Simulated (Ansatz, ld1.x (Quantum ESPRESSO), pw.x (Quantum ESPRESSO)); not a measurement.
# Mn: one change to the PAW potential, in the atom and in the fcc crystal

```
Element                 : manganese
Generator               : ld1.x (Quantum ESPRESSO) 7.5
Type                    : PAW
Functional              : PBE
Relativity              : scalar-relativistic
Frozen core             : [Ar]
Valence charge          : 7
Reference configuration : 3d5 4s2 4p0
Partial waves           : 4s (bound): rcut 2.20, rcutus 2.70 bohr; 4s channel at 0.15 Ry: rcut 2.20, rcutus 2.70 bohr; 4p (bound, empty): rcut 3.30, rcutus 4.00 bohr; 4p channel at 4.3 Ry: rcut 3.30, rcutus 4.00 bohr; 3d (bound): rcut 1.10, rcutus 1.45 bohr; 3d channel at 1.2 Ry: rcut 1.10, rcutus 1.45 bohr
Local potential         : all-electron potential smoothed inside 3.75 bohr (lloc = -1)
Core correction         : a·sin(br)/r model core inside 0.70 bohr
Augmentation charge     : BESSEL, radius 1.00 bohr
```

Change: all radii but the core radius scaled by about 0.90 (s 2.44, p 3.62, d 1.30 bohr, rcut 1.98/2.98/1.00); local potential all-electron potential smoothed inside 3.38 bohr (lloc = -1); augmentation BESSEL, radius 0.90 bohr.

Cutoffs, loose and tight: the cutoffs (Ry, on a coarse ladder) from which the occupation-weighted sum of valence levels, in a spherical-Bessel basis at the reference potential, stays within 10 and 1 mRy of its value at 400 Ry. They do not see the model core or the augmentation charge, which bear on the density cutoff. Test errors are all-electron minus pseudo excitation energies from the reference, over the configurations 3d5 4s1 4p0; 3d5 4s0 4p0; 3d4 4s0 4p0; 3d3 4s0 4p0; 3d5 4s1.5 4p0; 3d4 4s2 4p1; 3d5.5 4s1.5 4p0; variants that change the core or the reference have their own tests.

Crystal test: fcc Mn in pw.x 7.5, no spin, 16³ k-points, Fermi–Dirac smearing 0.01 Ry, cutoffs set for each file from its atomic test. The reference is all-electron LAPW (Ansatz 0.2.0) with the same functional, mesh and smearing; V0 and B0 come from Birch–Murnaghan fits to the pressures at five volumes. Errors are pseudo minus all-electron; Δ is the rms difference of the E(V) curves that follow from these fits, minima aligned, over ±6 % about the mean V0. Mesh and smearing are coarse, so the numbers serve the comparison and aren't converged zero-temperature values; the lattice is a test structure that the element need not adopt. Spin polarisation and strong correlation are left out, which matters for this element.

All-electron: a0 = 3.506 Å (V0 = 10.77 Å³/atom), B0 = 276.5 GPa.

Q: Does the change bring the crystal closer to the all-electron result?

A: The mean pressure error goes from +31.44 to +19.23 GPa, so the change moves the solid closer to the all-electron pressures. Neither pressure curve crosses zero within the volumes sampled, so no fits are given.

```tsv
quantity	base	changed
outcome (atom)	generated	generated
cutoff, loose (atom)	50 Ry	60 Ry
cutoff, tight (atom)	80 Ry	110 Ry
bound ghosts (atom)	none	none
largest test error (meV) (atom)	-351 over the solved tests; 1 of 7 tests not solved or not reliable	-1957 over the solved tests; 1 of 7 tests not solved or not reliable
cutoffs in pw.x (Ry)	100/800	135/900
mean pressure error (GPa)	+31.44	+19.23
```

Base: The largest radius (4.00 bohr) exceeds half the bond length (2.34 bohr), so the spheres overlap, which is one possible source of error among others. This is a poor potential for the solid. Atomic configuration tests: 1 of 7 tests not solved or not reliable. Changed file: The largest radius (3.62 bohr) exceeds half the bond length (2.34 bohr), so the spheres overlap, which is one possible source of error among others. This is a poor potential for the solid. Atomic configuration tests: 1 of 7 tests not solved or not reliable. The atomic cutoffs weigh occupied waves only.
